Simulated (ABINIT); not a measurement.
Input of an ABINIT 10.8.3 (patched build) run:

File run.abi:

```
ndtset 7
getwfk -1
scalecart1 3*0.9795861087
scalecart2 3*0.9864848297
scalecart3 3*0.9932883884
scalecart4 3*1.0000000000
scalecart5 3*1.0066227096
scalecart6 3*1.0131594038
scalecart7 3*1.0196128224

pp_dirpath "./"
pseudos "W.GGA_PBE-JTH.xml, C.GGA_PBE-JTH.xml"

acell 3*1.0 Angstrom
rprim
     2.9065000000     0.0000000000     0.0000000000
    -1.4532500000     2.5171028361     0.0000000000
     0.0000000000     0.0000000000     2.8366000000
ntypat 2
znucl 74 6
natom 2
typat 1 2
xred
     0.0000000000     0.0000000000     0.0000000000
     0.6666666667     0.3333333333     0.5000000000

ecut 19.0
pawecutdg 38.0

kptopt 1
ngkpt 10 10 9
nshiftk 1
shiftk 0.0 0.0 0.0

ixc 15

nband 13
occopt 3
tsmear 0.00183747

nstep 100
tolvrs 1.0e-9

iomode 3
prtwf 1
prtden 0
prteig 0
prtebands 0
enunit 2
```

Potentials or basis: JTH PAW PBE v2.0.

Command:

```bash
$ abinit run.abi > log 2>&1
```

(1) Estimate the pressure derivative of the bulk modulus.

(2) Predict the bulk modulus at fixed shape and positions.

(3) What does it give for the equilibrium volume?

## Answers

(1) 4.2.

(2) 378 GPa.

(3) 10.67 Å³/atom.

Caveat: pressures at fixed basis lie under the slope of the energies; the cell was scaled at fixed shape and fractional positions, which overstates the stiffness of a crystal with free parameters, most of all of layers and chains; the PAW data sets were made with another functional, which shifts forces and pressure a little.
